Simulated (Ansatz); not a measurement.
# InH: a closer look at a trial structure

The task, for InH: compute bands, density of states and charges.

Program: Ansatz 0.2.0. Level of theory: DFT PBE, scalar-relativistic, plane waves, PAW. These are calculated values, not measurements.

1 further run of the same task is left out (it didn't finish).

### 1 The structure to begin with

Symmetry: F-43m, No. 216, cubic system. The conventional cell has a = 5.219 Å, b = 5.219 Å, c = 5.219 Å, α = 90.00°, β = 90.00°, γ = 90.00°. In (site symmetry -43m) is surrounded by 4 H at 2.26 Å. H (site symmetry -43m) has 4 In at 2.26 Å as nearest neighbours.

As a file:

```cif
data_structure
_symmetry_space_group_name_H-M 'F-43m'
_symmetry_Int_Tables_number 216
_cell_length_a 5.2186
_cell_length_b 5.2186
_cell_length_c 5.2186
_cell_angle_alpha 90.000
_cell_angle_beta 90.000
_cell_angle_gamma 90.000
_cell_volume 142.12
loop_
_atom_site_label
_atom_site_type_symbol
_atom_site_symmetry_multiplicity
_atom_site_Wyckoff_symbol
_atom_site_fract_x
_atom_site_fract_y
_atom_site_fract_z
_atom_site_occupancy
In1 In 4 a 0.00000 0.00000 0.00000 1
H1 H 4 d 0.25000 0.25000 0.75000 1
```

The cell was relaxed beforehand at this level, from a database cell with other species swapped in; it needn't be the stable form of this composition. At a tolerance of 0.05 Å it has space group F-43m (No. 216); it has 17.76 Å³/atom, an uncorrected energy of +0.46 eV/atom over the elements.

### 2 Static run: bands, density of states and charges

input.yaml

```yaml
crystal:
  lattice:
    - [0.0, 2.6092766905, 2.6092766905]
    - [2.6092766905, 0.0, 2.6092766905]
    - [2.6092766905, 2.6092766905, 0.0]
  atoms:
    - { symbol: In, position: [0.0, 0.0, 0.0] }
    - { symbol: H, position: [0.25, 0.25, 0.25] }
basis:
  ecutwfc: 420
kpoints:
  mp_grid: { grid: [18, 18, 18] }
  band_path:
    path:
      - [[0.0, 0.0, 0.0], [-0.5, -0.5, 0.0], [-0.375, -0.375, 0.25]]
      - [[-0.375, 0.0, 0.375], [0.0, 0.0, 0.0], [0.0, 0.0, 0.5], [-0.5, -0.25, 0.25], [-0.5, -0.5, 0.0]]
    npoints: 14
hamiltonian:
  xc: pbe
scf:
  occupations: { method: gaussian, width: 0.1 }
  n_extra_bands: 6
output:
  forces: true
  stress: true
  eigenvalues: true
  populations: true
  dos: { projected: true, de: 0.02, nscf_kmesh: { grid: [22, 22, 22] } }
  bader: true
  write_density: true
  write_potential: true
  elf: true
  volumetric_format: npy
```

Launch:

```sh
$ ansatz run input.yaml --threads 1 --pin off --max-ram 2560MiB --backend cpu --events-out ev --progress --plain --runs-dir out
```

What it wrote, cut to the lines that bear on the results:

```text
Warning: RAYON_NUM_THREADS=1 ignored (pool sized by the plan → 1); use --threads N
scf.n_extra_bands = 6 over 7 filled bands (N_el = 14.0): the run solves 13 bands
[...]
Pseudopotentials: kind: paw
Pseudopotential: In, paw, valence charge 13, recommended cutoff 420 eV (normal), In.paw.azcp
Pseudopotential: H, paw, valence charge 1, recommended cutoff 420 eV (normal), H.paw.azcp
Functional definition: PBE
[...]
Crystal: 2 atoms, lattice volume = 35.530 Å³
Basis set: ecut = 420 eV, 725 PW (Γ), exchange–correlation on 50×50×50 points (8 copies of the dense FFT grid, shifted against one another)
Bands: 13, of which v1, the nominal top of the filled ones, is band 7 counted from 1 (6 counted from 0)
Symmetry: 24 space group operations
Space group: F-43m (ITA 216), of the structure as read, at distance tolerance 3.3e-5 Å
k-points: 195 of 5832 (time reversal used)
[...]
SCF iter   1: F=—  HF=-5612.798894 eV  |F-HF|=—  |Δ(HF+E_count)|=         —  Δρ=3.70e-3  dr2=6.34e-3  ethr=1.77e-3  ⟨swp⟩=5.2  Hψ=14465  notcnv=0  defer=32
[...]
SCF iter   6: F=-5612.797129 eV  HF=-5612.797129 eV  |F-HF|=2.65e-8  |Δ(HF+E_count)|=   5.22e-7  Δρ=1.21e-5  dr2=3.16e-8  ethr=7.14e-10  ⟨swp⟩=10.4  Hψ=16436  notcnv=0
[...]
NSCF: frozen V_eff on 86 k-points
NSCF: frozen V_eff on 328 k-points
SCF converged after 6 iterations
Free energy (F): -5612.797129 eV
[...]
E sigma→0 (E₀):  -5612.795611 eV
Entropy (-TS):   -0.003036 eV (-1.518 meV/atom)
Fermi energy:    7.343106 eV
[...]
--- Forces (eV/Å), atoms counted from 1 ---
  atom   1  In     0.00000000    -0.00000000    -0.00000000
  atom   2  H      0.00000000    -0.00000000    -0.00000000
[...]
--- Stress (GPa, compression-positive) ---
       -0.036528      -0.000000       0.000000
        0.000000      -0.036528      -0.000000
        0.000000      -0.000000      -0.036528
  P = ⅓ Tr σ = -0.0365 GPa (-0.365 kbar)
--- Band table (eV; the first three rows and the last of 195) ---
  k-point 0: bands = ["-7.2982", "-7.2982", "-7.2982", "-7.2113", "-7.2113", "-2.2067", "9.9542", "14.8571", "14.8571", "14.8571", "17.6931", "17.6931", "17.6931"]
[...]
--- Löwdin populations: 2 sites ---
  site symbol       q [e]
     0     In     12.8957
     1      H      1.0705
  spilling = 0.002410 (of n_electrons = 14.000000)
--- Bader charges: 2 sites ---
  site symbol  charge [e]  shift [e]
     0     In      0.4192     0.0000
     1      H     -0.4191     0.0000
  estimated error of the sums over rays = 3.4e-4 e
```

Run time: 34 s. Hardware: 1 thread of Arm Neoverse V1, shared host; peak memory 0.38 GiB.

Site by site:

| atom | Löwdin electrons | Bader charge (e) | Bader volume (Å³) |
| --- | --- | --- | --- |
| In1 | 12.90 | +0.42 | 27.6 |
| H2 | 1.07 | -0.42 | 7.9 |

bands.tsv at the labelled points (eV, zero at the Fermi level; the bands nearest the Fermi level):

| point | band 6 | band 7 | band 8 | band 9 | band 10 | band 11 |
| --- | --- | --- | --- | --- | --- | --- |
| Γ | -9.55 | 2.61 | 7.51 | 7.51 | 7.51 | 10.35 |
| X | -5.03 | -3.23 | 2.58 | 2.58 | 2.71 | 5.61 |
| U | -4.92 | -3.02 | -0.53 | 3.34 | 4.44 | 9.49 |
| K | -4.92 | -3.02 | -0.53 | 3.34 | 4.44 | 9.49 |
| Γ | -9.55 | 2.61 | 7.51 | 7.51 | 7.51 | 10.35 |
| L | -6.32 | -3.75 | 3.90 | 5.69 | 5.69 | 9.69 |
| W | -4.62 | -2.96 | -0.34 | 0.81 | 7.59 | 10.36 |
| X | -5.03 | -3.23 | 2.58 | 2.58 | 2.71 | 5.61 |

Counts of states by energy window (eV from the Fermi level), total and by projection:

| from | to | total | In 5s | In 5p | H 1s |
| --- | --- | --- | --- | --- | --- |
| -8 | -7 | 0.38 | 0.13 | 0.13 | 0.11 |
| -7 | -6 | 0.58 | 0.19 | 0.18 | 0.20 |
| -6 | -5 | 0.60 | 0.14 | 0.20 | 0.26 |
| -5 | -4 | 0.13 | 0.01 | 0.05 | 0.07 |
| -4 | -3 | 0.25 | 0.13 | 0.11 | 0.01 |
| -3 | -2 | 0.86 | 0.51 | 0.22 | 0.11 |
| -2 | -1 | 0.36 | 0.17 | 0.09 | 0.09 |
| -1 | 0 | 0.52 | 0.12 | 0.30 | 0.09 |
| 0 | 1 | 0.67 | 0.13 | 0.41 | 0.10 |
| 1 | 2 | 0.71 | 0.12 | 0.45 | 0.11 |
| 2 | 3 | 0.80 | 0.09 | 0.58 | 0.09 |
| 3 | 4 | 0.78 | 0.06 | 0.58 | 0.08 |
| 4 | 5 | 0.75 | 0.02 | 0.56 | 0.08 |
| 5 | 6 | 1.10 | 0.02 | 0.77 | 0.15 |

Below -8 eV lie 10 or so more states.

Axes a, b and c in the maps are those of this run's conventional cell (a, b, c = 5.219, 5.219, 5.219 Å).

Density in a lattice plane of the grid's cell (edges 5.22 and 5.22 Å, at 0.000 of the third edge), which holds In.

Ten even steps from ' ' (0.02 e/Å³) to '@' (12.95 e/Å³):
```
##**--..                                  ..--**
----..                                      ..--
..                                              
                                                
                                                
                                                
                        ..                      
                    ..------..                  
                  ..--**##**--..                
                  ::==%%@@%%==::                
                  ..--**##**--..                
                    ..------..                  
                        ..                      
                                                
                                                
                                                
..                                              
----..                                      ..--
##**--..                                  ..--**
@@%%==::                                  ::==%%
```
Columns run along the first of these edges and rows up along the second, over one cell in 24 and 20 even steps from the bottom left corner. Atoms in the plane (fractional): In at (0.00, 0.00), In at (0.50, 0.50).

ELF in the same plane.

Ten even steps from ' ' (0.00) to '@' (0.29):
```
    ::##@@%%%%**==::....  ....::==**%%%%@@##::  
--==##@@@@%%%%**==::..........::==**%%%%@@@@##==
@@@@@@@@%%%%##++==--------------==++##%%%%@@@@@@
@@@@%%%%%%####**++++**********++++**####%%%%%%@@
%%%%%%####******####%%%%%%%%%%####******####%%%%
******++++**####%%%%%%@@@@@@%%%%%%####**++++****
--------==++##%%%%@@@@@@@@@@@@@@%%%%##++==------
......::==**%%%%@@@@##==--==##@@@@%%%%**==::....
  ....::==**%%%%@@##::      ::##@@%%%%**==::....
    ..::==##%%@@@@**..      ..**@@@@%%##==::..  
  ....::==**%%%%@@##::      ::##@@%%%%**==::....
......::==**%%%%@@@@##==--==##@@@@%%%%**==::....
--------==++##%%%%@@@@@@@@@@@@@@%%%%##++==------
******++++**####%%%%%%@@@@@@%%%%%%####**++++****
%%%%%%####******####%%%%%%%%%%####******####%%%%
@@@@%%%%%%####**++++**********++++**####%%%%%%@@
@@@@@@@@%%%%##++==--------------==++##%%%%@@@@@@
--==##@@@@%%%%**==::..........::==**%%%%@@@@##==
    ::##@@%%%%**==::....  ....::==**%%%%@@##::  
    ..**@@@@%%##==::..      ..::==##%%@@@@**..  
```
Columns run along the first of these edges and rows up along the second, over one cell in 24 and 20 even steps from the bottom left corner. Atoms in the plane (fractional): In at (0.00, 0.00), In at (0.50, 0.50).

Both are smooth fields of the valence electrons: close to the nuclei they are not physical.

Maxima of ELF outside the ion cores: 1.00 at H.

### 3 Changed: occupations.method tetrahedron_uncorrected, n_extra_bands 4, accuracy high, ecutwfc left out, width left out

input.yaml

```yaml
crystal:
  lattice:
    - [0.0, 2.6092766905, 2.6092766905]
    - [2.6092766905, 0.0, 2.6092766905]
    - [2.6092766905, 2.6092766905, 0.0]
  atoms:
    - { symbol: In, position: [0.0, 0.0, 0.0] }
    - { symbol: H, position: [0.25, 0.25, 0.25] }
kpoints:
  mp_grid: { grid: [18, 18, 18] }
hamiltonian:
  xc: pbe
scf:
  occupations: { method: tetrahedron_uncorrected }
  n_extra_bands: 4
output:
  forces: true
  eigenvalues: true
  stress: true
accuracy: high
```

Launch:

```sh
$ ansatz run input.yaml --threads 1 --pin off --max-ram 2560MiB --backend cpu --events-out ev --progress --plain --runs-dir out
```

What it wrote, cut to the lines that bear on the results:

```text
Warning: RAYON_NUM_THREADS=1 ignored (pool sized by the plan → 1); use --threads N
scf.n_extra_bands = 4 over 7 filled bands (N_el = 14.0): the run solves 11 bands
[...]
Pseudopotentials: kind: paw
Pseudopotential: In, paw, valence charge 13, recommended cutoff 420 eV (normal), In.paw.azcp
Pseudopotential: H, paw, valence charge 1, recommended cutoff 420 eV (normal), H.paw.azcp
Functional definition: PBE
[...]
Crystal: 2 atoms, lattice volume = 35.530 Å³
Basis set: ecut = 420 eV, 725 PW (Γ), exchange–correlation on 60×60×60 points (8 copies of the dense FFT grid, shifted against one another)
Bands: 11, of which v1, the nominal top of the filled ones, is band 7 counted from 1 (6 counted from 0)
Symmetry: 24 space group operations
Space group: F-43m (ITA 216), of the structure as read, at distance tolerance 3.3e-5 Å
k-points: 195 of 5832 (time reversal used)
[...]
SCF iter   1: F=—  HF=-5612.776521 eV  |F-HF|=—  |Δ(HF+E_count)|=         —  Δρ=3.38e-3  dr2=5.31e-3  ethr=1.77e-3  ⟨swp⟩=5.9  Hψ=12735  notcnv=0
[...]
SCF iter   8: F=-5612.774976 eV  HF=-5612.774976 eV  |F-HF|=4.55e-12  |Δ(HF+E_count)|=  6.17e-10  Δρ=1.66e-7  dr2=5.60e-12  ethr=1.00e-12  ⟨swp⟩=4.6  Hψ=11792  notcnv=0
[...]
SCF converged after 8 iterations
Free energy (F): -5612.774976 eV
[...]
E sigma→0 (E₀):  -5612.774976 eV
Fermi energy:    7.346295 eV
[...]
--- Forces (eV/Å), atoms counted from 1 ---
  atom   1  In     0.00000000    -0.00000000     0.00000000
  atom   2  H      0.00000000    -0.00000000     0.00000000
[...]
--- Stress (GPa, compression-positive) ---
        0.120404       0.000000       0.000000
        0.000000       0.120404      -0.000000
        0.000000      -0.000000       0.120404
  P = ⅓ Tr σ = 0.1204 GPa (1.204 kbar)
--- Band table (eV; the first three rows and the last of 195) ---
  k-point 0: bands = ["-7.2964", "-7.2964", "-7.2964", "-7.2097", "-7.2097", "-2.2024", "9.9637", "14.8583", "14.8583", "14.8583", "17.6965"]
[...]
```

Wall time 9.7 s (1 thread of Arm Neoverse V1, shared host); peak memory 0.38 GiB.

| run | ending | energy change | pressure (GPa) | gap (eV) | force (eV/Å) | cycles | time |
| --- | --- | --- | --- | --- | --- | --- | --- |
| step 2 | converged | 0 | 0.0 | 0.00 | 0.00 | 6 | 34 s |
| variant | converged | +10.3 meV/atom (σ→0) | 0.1 | 0.00 | 0.00 | 8 | 9.7 s |

Changing the smearing, band count and accuracy level moves the energy by +10.3 meV/atom (σ→0 values).

### 4 Results

| quantity | value |
| --- | --- |
| gap | none (metal) |
| states at the Fermi level | 0.74 per eV per cell |
| Bader charges | In +0.42, H -0.42 e |

In words: It comes out metallic. Of the projected weight within 0.25 eV of the Fermi level, the largest part is In 5p (68 %) and In 5s (19 %). Bader charges reach 0.4 e, so charge transfer in this metal is moderate.
